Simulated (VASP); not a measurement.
# InP (F-43m) in VASP: notebook

Runs on InP. Level: PBE. Tasks: single point.

Everything below comes from runs of VASP 6.6.1. Logs are shortened: lines on timing, memory, paths and dates and some standing lists are left out, and cuts for length are marked.

**Experimental background.**

From a printed reference work, data compilation, for a bulk crystal of InP at 1.6 K: band gap 1.4236 eV (direct).

The results are compared with them further down.

### 1 The cell of the first run

It takes space group F-43m (No. 216, cubic). Conventional cell: a = 5.960 Å, b = 5.960 Å, c = 5.960 Å, α = 90.00°, β = 90.00°, γ = 90.00°. In (site symmetry -43m) has 4 P at 2.58 Å within 3.4 Å. Within 3.4 Å of P (site symmetry -43m) lie 4 In at 2.58 Å.

### 2 Single point, PBE (26.46 Å³/atom)

The input, INCAR:

```
SYSTEM = InP
PREC = Accurate
ENCUT = 520
EDIFF = 1E-6
ISMEAR = 0
SIGMA = 0.05
LREAL = .FALSE.
LASPH = .TRUE.
NELM = 80
ALGO = Normal
ISIF = 2
LWAVE = .FALSE.
LCHARG = .FALSE.
GGA = PE
NBANDS = 16
```

The input, KPOINTS:

```
Automatic mesh
0
G
  14 14 14
  0 0 0
```

The input, POSCAR:

```
InP
1.0
    0.0000000000      2.9797784430      2.9797784430
    2.9797784430      0.0000000000      2.9797784430
    2.9797784430      2.9797784430      0.0000000000
In P
1 1
Direct
    0.0000000000      0.0000000000      0.0000000000
    0.2500000000      0.2500000000      0.2500000000
```

Potentials or basis: VASP PAW PBE potentials, release 64 (In_d, P).

Started as:

```
$ cat potpaw_PBE.64/In_d/POTCAR potpaw_PBE.64/P/POTCAR > POTCAR
$ mpirun -np 1 vasp_std > vasp.out
```

OUTCAR:

```text
SYSTEM = InP
   PREC = Accurate
   ENCUT = 520
   EDIFF = 1E-6
   ISMEAR = 0
   LREAL = .FALSE.
   LASPH = .TRUE.
   NELM = 80
   ISIF = 2
   GGA = PE

 ion  position               nearest neighbor table
   1  0.000  0.000  0.000-   2 2.58   2 2.58   2 2.58   2 2.58
   2  0.250  0.250  0.250-   1 2.58   1 2.58   1 2.58   1 2.58

  LATTYP: Found a face centered cubic cell.
 ALAT       =     5.9595568860

  Lattice vectors:

 A1 = (   0.0000000000,   2.9797784430,   2.9797784430)
 A2 = (   2.9797784430,   0.0000000000,   2.9797784430)
 A3 = (   2.9797784430,   2.9797784430,   0.0000000000)

Analysis of symmetry for initial positions (statically):
=====================================================================
 Subroutine PRICEL returns:
 Original cell was already a primitive cell.

 Routine SETGRP: Setting up the symmetry group for a
 face centered cubic supercell.

 Subroutine GETGRP returns: Found 24 space group operations
 (whereof 24 operations were pure point group operations)
 out of a pool of 48 trial point group operations.

The static configuration has the point symmetry T_d .

Analysis of symmetry for dynamics (positions and initial velocities):
=====================================================================
 Subroutine PRICEL returns:
 Original cell was already a primitive cell.

 Routine SETGRP: Setting up the symmetry group for a
 face centered cubic supercell.

 Subroutine GETGRP returns: Found 24 space group operations
 (whereof 24 operations were pure point group operations)
 out of a pool of 48 trial point group operations.

The dynamic configuration has the point symmetry T_d .

 Subroutine INISYM returns: Found 24 space group operations
 (whereof 24 operations are pure point group operations),
 and found     1 'primitive' translations

----------------------------------------------------------------------------------------

                                     Primitive cell

  volume of cell :      52.9154

  direct lattice vectors                    reciprocal lattice vectors
     0.000000000  2.979778443  2.979778443    -0.167797710  0.167797710  0.167797710
     2.979778443  0.000000000  2.979778443     0.167797710 -0.167797710  0.167797710
     2.979778443  2.979778443  0.000000000     0.167797710  0.167797710 -0.167797710
[... 74 lines left out ...]
 SYSTEM =  InP
   PREC   = accura    normal or accurate (medium, high low for compatibility)
   ISTART =      0    job   : 0-new  1-cont  2-samecut
   ICHARG =      2    charge: 1-file 2-atom 10-const
   ISPIN  =      1    spin polarized calculation?
   LNONCOLLINEAR =      F non collinear calculations
   LSORBIT =      F    spin-orbit coupling
   LASPH  =      T    aspherical Exc in radial PAW
   ENCUT  =  520.0 eV  38.22 Ry    6.18 a.u.   7.84  7.84  7.84*2*pi/ulx,y,z
   NELM   =     80;   NELMIN=  2; NELMDL= -5     # of ELM steps
   EDIFF  = 0.1E-05   stopping-criterion for ELM
   LREAL  =      F    real-space projection
   EDIFFG = 0.1E-04   stopping-criterion for IOM
   NSW    =      0    number of steps for IOM
   IBRION =     -1    ionic relax: 0-MD 1-quasi-New 2-CG
   NFREE  =      0    steps in history (QN), initial steepest desc. (CG)
   ISIF   =      2    stress and relaxation
   ISYM   =      2    0-nonsym 1-usesym 2-fastsym
   POTIM  = 0.5000    time-step for ionic-motion
   TEBEG  =    0.0;   TEEND  =   0.0 temperature during run
   PSTRESS=    0.0 pullay stress
   NELECT =      18.0000    total number of electrons
   NUPDOWN=      -1.0000    fix difference up-down
   EMIN   =  10.00;   EMAX   =-10.00  energy-range for DOS
   EFERMI =   0.00;   METHOD = LEGACY
   ISMEAR =     0;   SIGMA  =   0.05  broadening in eV -4-tet -1-fermi 0-gaus
   EFERMI_NEDOS =   21; number of points for ismear=-14 and -15
   IALGO  =     38    algorithm
   IMIX   =      4    mixing-type and parameters
     AMIX     =   0.40;   BMIX     =  1.00
     AMIX_MAG =   1.60;   BMIX_MAG =  1.00
  volume/ion in A,a.u.               =      26.46       178.55
  Fermi-wavevector in a.u.,A,eV,Ry     =   1.142804  2.159586 17.769217  1.306001
  Thomas-Fermi vector in A             =   2.279501
   LORBIT       =      0    0 simple, 1 ext, 2 COOP (PROOUT), +10 PAW based schemes
   GGA     = PE    functional components
   LHFCALC =     F    Hartree Fock is set to
   AEXX    =    0.0000 exact exchange contribution
   IVDW    =     0    specifies the selected vdW correction
   LEPSILON=     F    determine dielectric tensor
   LRPA    =     F    only Hartree local field effects (RPA)
 non-spin polarized calculation
 Gauss-broadening in eV      SIGMA  =   0.05
  energy-cutoff  :      520.00
  volume of cell :       52.92
 maximum number of plane-waves:      1458
   NGX = 15   NGY = 15   NGZ = 15

 number of electron      18.0000005 magnetization

 Free energy of the ion-electron system (eV)
  ---------------------------------------------------
  ext. energy  EPLUGINS =         0.00000000
  ---------------------------------------------------
  free energy    TOTEN  =        -8.40852893 eV

  energy without entropy =       -8.40852893  energy(sigma->0) =       -8.40852893

 E-fermi :   4.8587     XC(G=0):  -9.0637

 val. band max:        4.6551234996   @ k =   0.0000   0.0000   0.0000
 cond. band min:       5.0944116033   @ k =   0.0000   0.0000   0.0000
 fundamental gap:      0.4392881038
 Fermi energy:         4.8587122045

 k-point     1 :       0.0000    0.0000    0.0000
  band No.  band energies     occupation
      1      -9.4384      2.00000
      2      -9.4384      2.00000
      3      -9.4384      2.00000
      4      -9.3099      2.00000
      5      -9.3099      2.00000
      6      -6.5312      2.00000
[... 433 lines left out ...]
      3      -9.4058      2.00000
      4      -9.3200      2.00000
      5      -9.2990      2.00000
      6      -5.7874      2.00000
[... 8 lines left out ...]
     15      14.2234      0.00000
     16      15.0378      0.00000

 [... further k-points ...]
[... 5 lines left out ...]
  --------------------------------------------------------------------------------------
  -------------------------------------------------------------------------------------
  Total       -0.0157572     -0.0157572     -0.0157572     -0.0000000      0.0000000     -0.0000000
  in kB       -0.4770977     -0.4770977     -0.4770977     -0.0000000      0.0000000     -0.0000000
  external PRESSURE =      -0.4770977 kB  Pullay stress =       0.0000000 kB

 VOLUME and BASIS-vectors are now :
 -----------------------------------------------------------------------------
  energy-cutoff  :      520.00
  volume of cell :       52.92
      direct lattice vectors                 reciprocal lattice vectors
     0.000000000  2.979778443  2.979778443    -0.167797710  0.167797710  0.167797710
     2.979778443  0.000000000  2.979778443     0.167797710 -0.167797710  0.167797710
     2.979778443  2.979778443  0.000000000     0.167797710  0.167797710 -0.167797710

 POSITION                                       TOTAL-FORCE (eV/Angst)
 -----------------------------------------------------------------------------------
      0.00000      0.00000      0.00000         0.000000      0.000000      0.000000
      1.48989      1.48989      1.48989        -0.000000     -0.000000     -0.000000
 -----------------------------------------------------------------------------------
    total drift:                               -0.000000     -0.000000     -0.000000

  FREE ENERGIE OF THE ION-ELECTRON SYSTEM (eV)
  ---------------------------------------------------
  free  energy   TOTEN  =        -8.4085289259 eV

  energy  without entropy=       -8.4085289259  energy(sigma->0) =       -8.40852893
```

It took 95 s on 1 thread of Intel Xeon 8259CL, shared host; peak memory 0.23 GiB.

Results:

- Free energy: -8.4085 eV
- Pressure: 0.0 GPa
- Band gap on the k mesh: 0.44 eV

Levels at points of the mesh, in eV from the valence-band top:
```tsv
k point	band 7	band 8	band 9	band 10	band 11	band 12
(0.00, 0.00, 0.00)	0.00	0.00	0.00	0.44	4.09	4.09
(0.50, 0.00, 0.00)	-5.47	-0.90	-0.90	1.38	4.80	4.80
(0.50, 0.50, 0.00)	-5.54	-2.16	-2.16	1.85	2.26	8.91
```

Caveat: spin-orbit coupling is left out, which moves the levels of the heavy elements.

### 3 Single point, PBE (27.52 Å³/atom)

This run uses another cell than the first one, of 27.52 Å³/atom.

The input, INCAR:

```
PREC     = Accurate       # precision mode
ENCUT    = 520            # plane-wave cutoff, eV
EDIFF    = 1E-6           # SCF threshold, eV
ISMEAR   = 0              # smearing method
SIGMA    = 0.05           # smearing width, eV
LREAL    = F              # projectors in reciprocal space
LASPH    = T              # aspherical terms in the spheres
NELM     = 60             # most SCF steps
ALGO     = Normal         # electronic algorithm
ISIF     = 2              # what is computed and relaxed
LWAVE    = F              # write WAVECAR
LCHARG   = F              # write CHGCAR
GGA      = PE             # functional
NBANDS   = 16             # bands
```

The input, KPOINTS:

```
regular mesh
0
Gamma
  14 14 14
```

The input, POSCAR:

```
InP
1.0
    0.0000000000      3.0189905508      3.0189905508
    3.0189905508      0.0000000000      3.0189905508
    3.0189905508      3.0189905508      0.0000000000
In P
1 1
Direct
    0.0000000000      0.0000000000      0.0000000000
    0.2500000000      0.2500000000      0.2500000000
```

Potentials or basis: VASP PAW PBE potentials, release 64 (In_d, P).

Started as:

```
$ cat potpaw_PBE.64/In_d/POTCAR potpaw_PBE.64/P/POTCAR > POTCAR
$ mpirun -np 1 vasp_std > vasp.out
```

Wall time 88 s (1 thread of Intel Xeon 8259CL, shared host); peak memory 0.24 GiB.

The run converged. Its results:

```yaml
Free_energy: -8.3940 eV
Pressure: -2.2 GPa
Band_gap_on_the_k_mesh: 0.23 eV
```

Levels at points of the mesh, in eV from the valence-band top:
```csv
k point,band 6,band 7,band 8,band 9,band 10,band 11,band 12,band 13
"(0.00, 0.00, 0.00)",-10.94,0.00,0.00,0.00,0.23,4.08,4.08,4.08
"(0.50, 0.00, 0.00)",-9.50,-5.29,-0.85,-0.85,1.28,4.79,4.79,6.89
"(0.50, 0.50, 0.00)",-8.94,-5.38,-2.04,-2.04,1.91,2.25,8.68,9.00
```

Caveat: spin-orbit coupling is left out, which moves the levels of the heavy elements.

### 4 How close it comes

Step 2. Against the measured gap of InP, 1.4236 eV (direct; 1.6 K; a printed reference work, data compilation), the calculated 0.44 eV is off by -0.98 eV. Spin-orbit coupling on In is left out. The value is that of PBE, without temperature or zero-point motion. Semilocal functionals fall short of measured gaps as a rule.
